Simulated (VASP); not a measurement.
VASP 6.6.1, PBE single-point calculation, CO$_{2}$ (strained database structure)

INCAR

```
SIGMA = 0.02
ISIF = 2
PREC = Accurate
ENCUT = 520
LREAL = .FALSE.
NELM = 120
ISMEAR = -1
IBRION = -1
NBANDS = 25
EDIFF = 1E-7
NSW = 0
GGA = PE
LASPH = .TRUE.
LCHARG = .FALSE.
LWAVE = .FALSE.
```

KPOINTS

```
KPOINTS created by Atomic Simulation Environment
0
Gamma
8 8 4
0 0 0
```

KPOINTS_OPT

```
special points
9
Reciprocal
0.0000000000 0.0000000000 0.0000000000 1
0.5000000000 0.5000000000 0.0000000000 1
0.4527147844 0.5472852156 0.0000000000 1
-0.4527147844 0.4527147844 0.0000000000 1
0.0000000000 0.0000000000 0.5000000000 1
-0.4527147844 0.4527147844 0.5000000000 1
0.4527147844 0.5472852156 0.5000000000 1
0.5000000000 0.5000000000 0.5000000000 1
0.0000000000 0.5000000000 0.0000000000 1
```

POSCAR

```
C  O
 1.0000000000000000
     2.5445877742000000   -2.2913432030999998    0.0000000000000000
     2.5445877742000000    2.2913432030999998    0.0000000000000000
     0.0000000000000000    0.0000000000000000    6.1879465077000004
 C   O
   2   4
Cartesian
  0.0000000000000000  0.0000000000000000 -0.0000000000000000
  2.5445877741999996  0.0000000000000001  3.0939732538500002
  2.5445877742000000 -1.3530684371473563  5.5070797739892114
  2.5445877741999996  1.3530684371473565  0.6808667337107904
  2.5445877741999996 -0.9382747659526435  2.4131065201392108
  2.5445877741999996  0.9382747659526434  3.7748399875607905
```

VASP ran with the recommended PBE PAW datasets (32 valence electrons in the cell).

Command

```
mpirun -np 1 vasp_std
```

OSZICAR

```
N       E                     dE             d eps       ncg     rms          rms(c)
DAV:   1     0.160290194874E+03    0.16029E+03   -0.17427E+04  3150   0.120E+03
DAV:   2    -0.393839297923E+02   -0.19967E+03   -0.18991E+03  4266   0.277E+02
DAV:   3    -0.488587789752E+02   -0.94748E+01   -0.94164E+01  3646   0.610E+01
DAV:   4    -0.489336614509E+02   -0.74882E-01   -0.74840E-01  4021   0.626E+00
DAV:   5    -0.489344951161E+02   -0.83367E-03   -0.83354E-03  3894   0.651E-01    0.137E+01
DAV:   6    -0.459488678606E+02    0.29856E+01   -0.72670E+00  3617   0.197E+01    0.629E+00
DAV:   7    -0.457444675482E+02    0.20440E+00   -0.40022E-01  3922   0.455E+00    0.344E+00
DAV:   8    -0.456927231915E+02    0.51744E-01   -0.27198E-01  3963   0.329E+00    0.775E-01
DAV:   9    -0.456874158349E+02    0.53074E-02   -0.16906E-02  3725   0.938E-01    0.314E-01
DAV:  10    -0.456874252564E+02   -0.94215E-05   -0.49675E-03  4011   0.454E-01    0.505E-02
DAV:  11    -0.456875446286E+02   -0.11937E-03   -0.11560E-04  3511   0.804E-02    0.203E-02
DAV:  12    -0.456875673506E+02   -0.22722E-04   -0.20183E-05  4062   0.331E-02    0.429E-03
DAV:  13    -0.456875675979E+02   -0.24737E-06   -0.10148E-06  3689   0.742E-03    0.117E-03
DAV:  14    -0.456875674991E+02    0.98833E-07   -0.12944E-07  3058   0.287E-03
   1 F= -.45687567E+02 E0= -.45687567E+02  d E =-.166465E-10
       N       E                     dE             ncg
DAV:   1     0.187903127288E+04   -0.10289E+05      450
DAV:   2     0.232022288471E+03   -0.16470E+04      575
DAV:   3     0.151242736497E+03   -0.80780E+02      570
DAV:   4     0.150552805816E+03   -0.68993E+00      530
DAV:   5     0.150545021628E+03   -0.77842E-02      584
DAV:   6     0.150544890051E+03   -0.13158E-03      554
DAV:   7     0.150544887314E+03   -0.27373E-05      576
DAV:   8     0.150544887256E+03   -0.58155E-07      443
```

From OUTCAR

```
k-points           NKPTS =     63   k-points in BZ     NKDIM =     63   number of bands    NBANDS=     25

   NELECT =      32.0000    total number of electrons

   dimension x,y,z NGX =    28 NGY =   28 NGZ =   48
   dimension x,y,z NGXF=    56 NGYF=   56 NGZF=   96

  energy-cutoff  :      520.00
  volume of cell :       72.16
      direct lattice vectors                 reciprocal lattice vectors
     2.544587774 -2.291343203  0.000000000     0.196495482 -0.218212618  0.000000000
     2.544587774  2.291343203  0.000000000     0.196495482  0.218212618  0.000000000
     0.000000000  0.000000000  6.187946508     0.000000000  0.000000000  0.161604500

 k-points in reciprocal lattice and weights: KPOINTS created by Atomic Simulation Env
   0.00000000  0.00000000  0.00000000       0.004
   0.12500000 -0.00000000  0.00000000       0.016
   0.25000000 -0.00000000  0.00000000       0.016
   0.37500000  0.00000000  0.00000000       0.016
   0.50000000 -0.00000000  0.00000000       0.008
   0.12500000  0.12500000  0.00000000       0.008
   0.25000000  0.12500000  0.00000000       0.016
   0.37500000  0.12500000  0.00000000       0.016
   ...

 E-fermi :  -1.7013

 k-point     1 :       0.0000    0.0000    0.0000
  band No.  band energies     occupation
      1     -23.3411      2.00000
      2     -23.0552      2.00000
      3     -22.0184      2.00000
      4     -21.8997      2.00000
      5      -7.6648      2.00000
      6      -7.4859      2.00000
      7      -7.4832      2.00000
      8      -6.3805      2.00000
      9      -5.7100      2.00000
     10      -5.5961      2.00000
     11      -5.5696      2.00000
     12      -5.5363      2.00000
     13      -3.3716      2.00000
     14      -3.3606      2.00000
     15      -2.8773      2.00000
     16      -2.7879      2.00000
     17       4.7062      0.00000
     18       4.7145      0.00000
     19       5.4612      0.00000
     20       5.6019      0.00000
     21       6.8261      0.00000
     22       7.9381      0.00000
     23      12.0366      0.00000
     24      14.3555      0.00000
     25      14.7575      0.00000

 k-point     2 :       0.1250   -0.0000    0.0000
  band No.  band energies     occupation
      1     -23.3083      2.00000
      2     -23.0402      2.00000
      3     -22.0232      2.00000
      4     -21.9172      2.00000
      5      -7.8271      2.00000
      6      -7.4967      2.00000
      7      -7.2821      2.00000
      8      -6.5076      2.00000
      9      -5.8507      2.00000
     10      -5.7849      2.00000
     11      -5.6085      2.00000
     12      -5.5784      2.00000
     13      -3.3346      2.00000
     14      -3.1546      2.00000
     15      -2.8444      2.00000
     16      -2.7267      2.00000
     17       4.8562      0.00000
     18       4.9750      0.00000
     19       5.4498      0.00000
     20       5.7307      0.00000
     21       6.7523      0.00000
     22       8.1196      0.00000
     23      11.9818      0.00000
     24      13.8333      0.00000
     25      14.6002      0.00000

 k-point     3 :       0.2500   -0.0000    0.0000
  band No.  band energies     occupation
      1     -23.2205      2.00000
      2     -23.0068      2.00000
      3     -22.0365      2.00000
      4     -21.9632      2.00000
      5      -7.9871      2.00000
      6      -7.5493      2.00000
      7      -7.0089      2.00000
      8      -6.8760      2.00000
      9      -6.1885      2.00000
     10      -5.9891      2.00000
     11      -5.6816      2.00000
     12      -5.6791      2.00000
     13      -3.2432      2.00000
     14      -2.8352      2.00000
     15      -2.7936      2.00000
     16      -2.5854      2.00000
     17       5.0958      0.00000
     18       5.5612      0.00000
     19       5.6240      0.00000
     20       6.0627      0.00000
     21       6.6506      0.00000
     22       8.4999      0.00000
     23      11.9226      0.00000
     24      13.1109      0.00000
     25      14.1568      0.00000

 k-point     4 :       0.3750    0.0000    0.0000
  band No.  band energies     occupation
      1     -23.1095      2.00000
      2     -22.9880      2.00000
      3     -22.0512      2.00000
      4     -22.0172      2.00000
      5      -8.0407      2.00000
      6      -7.7160      2.00000
      7      -7.1284      2.00000
      8      -6.9071      2.00000
      9      -6.3943      2.00000
     10      -6.0562      2.00000
     11      -5.8043      2.00000
     12      -5.7682      2.00000
     13      -3.1178      2.00000
     14      -2.8836      2.00000
     15      -2.5421      2.00000
     16      -2.4767      2.00000
     17       5.1803      0.00000
     18       5.5672      0.00000
     19       6.1231      0.00000
     20       6.6487      0.00000
     21       7.0414      0.00000
     22       8.6633      0.00000
     23      12.0289      0.00000
     24      12.6394      0.00000
     25      13.1305      0.00000

 k-point     5 :       0.5000   -0.0000    0.0000
  band No.  band energies     occupation
      1     -23.0202      2.00000
      2     -23.0202      2.00000
      3     -22.0499      2.00000
      4     -22.0499      2.00000
      5      -7.9426      2.00000
      6      -7.9426      2.00000
      7      -7.0761      2.00000
      8      -7.0761      2.00000
      9      -6.2184      2.00000
     10      -6.2184      2.00000
     11      -5.8316      2.00000
     12      -5.8316      2.00000
     13      -2.9873      2.00000
     14      -2.9873      2.00000
     15      -2.4472      2.00000
     16      -2.4472      2.00000
     17       5.3337      0.00000
     18       5.3337      0.00000
     19       6.5239      0.00000
     20       6.5239      0.00000
     21       8.1234      0.00000
     22       8.1234      0.00000
     23      12.3315      0.00000
     24      12.3315      0.00000
     25      12.8951      0.00000

 k-point     6 :       0.1250    0.1250    0.0000
  band No.  band energies     occupation
      1     -23.2879      2.00000
      2     -23.0208      2.00000
      3     -22.0256      2.00000
      4     -21.9278      2.00000
      5      -7.5946      2.00000
      6      -7.5933      2.00000
      7      -7.5560      2.00000
      8      -6.4873      2.00000
      9      -5.9709      2.00000
     10      -5.8675      2.00000
     11      -5.6408      2.00000
     12      -5.5522      2.00000
     13      -3.2589      2.00000
     14      -3.1740      2.00000
     15      -2.8114      2.00000
     16      -2.7395      2.00000
     17       5.0092      0.00000
     18       5.0520      0.00000
     19       5.5010      0.00000
     20       5.9200      0.00000
     21       6.8721      0.00000
     22       8.2292      0.00000
     23      11.8870      0.00000
     24      14.2327      0.00000
     25      14.5711      0.00000

 k-point     7 :       0.2500    0.1250    0.0000
  band No.  band energies     occupation
      1     -23.2131      2.00000
      2     -22.9819      2.00000
      3     -22.0365      2.00000
      4     -21.9674      2.00000
      5      -7.8156      2.00000
      6      -7.6898      2.00000
      7      -7.2729      2.00000
      8      -6.7833      2.00000
      9      -6.2174      2.00000
     10      -6.0996      2.00000
     11      -5.7089      2.00000
     12      -5.5944      2.00000
     13      -3.2019      2.00000
     14      -2.8987      2.00000
     15      -2.8117      2.00000
     16      -2.6350      2.00000
     17       5.2909      0.00000
     18       5.5191      0.00000
     19       5.6359      0.00000
     20       6.3015      0.00000
     21       6.8830      0.00000
     22       8.6130      0.00000
     23      11.8108      0.00000
     24      13.6461      0.00000
     25      14.2103      0.00000

 k-point     8 :       0.3750    0.1250    0.0000
  band No.  band energies     occupation
      1     -23.1126      2.00000
      2     -22.9547      2.00000
      3     -22.0503      2.00000
      4     -22.0189      2.00000
      5      -7.9556      2.00000
      6      -7.7787      2.00000
      7      -7.1608      2.00000
      8      -6.9816      2.00000
      9      -6.5259      2.00000
     10      -6.1179      2.00000
     11      -5.8289      2.00000
     12      -5.6991      2.00000
     13      -3.0661      2.00000
     14      -2.8692      2.00000
     15      -2.6668      2.00000
     16      -2.5076      2.00000
     17       5.3268      0.00000
     18       5.7414      0.00000
     19       6.0937      0.00000
     20       6.8818      0.00000
     21       7.0458      0.00000
     22       8.9006      0.00000
     23      11.9182      0.00000
     24      12.9527      0.00000
     25      13.3754      0.00000

 ...

  Total        2.1054742      6.4778549      4.4785745      0.0000000      0.0000000      0.0000000
  in kB       46.7494374    143.8327126     99.4411780      0.0000000      0.0000000      0.0000000
  external PRESSURE =      96.6744427 kB  Pullay stress =       0.0000000 kB

 POSITION                                       TOTAL-FORCE (eV/Angst)
 -----------------------------------------------------------------------------------
      0.00000      0.00000      0.00000         0.000000      0.000000      0.000000
      2.54459      0.00000      3.09397         0.000000      0.000000      0.000000
      2.54459     -1.35307      5.50708         0.000000      1.148097     -0.829021
      2.54459      1.35307      0.68087         0.000000     -1.148097      0.829021
      2.54459     -0.93827      2.41311         0.000000     -1.148097     -0.829021
      2.54459      0.93827      3.77484         0.000000      1.148097      0.829021
 -----------------------------------------------------------------------------------
    total drift:                                0.000000      0.000000      0.000000

  FREE ENERGIE OF THE ION-ELECTRON SYSTEM (eV)
  ---------------------------------------------------
  free  energy   TOTEN  =       -45.6875674991 eV

  energy  without entropy=      -45.6875674991  energy(sigma->0) =      -45.68756750
```

| Property | Result |
| --- | --- |
| gap between bands v and c | 6.79 eV |
| least direct gap | 7.49 eV |
| pressure | 9.7 GPa |
| largest force | 1.42 eV/Å |

Band v is the last that the valence electrons fill when counted band by band, and c is the next.

The run took about 85 s on one core of a shared host (Intel Xeon Platinum 8488C) and held 0.27 GiB at most.
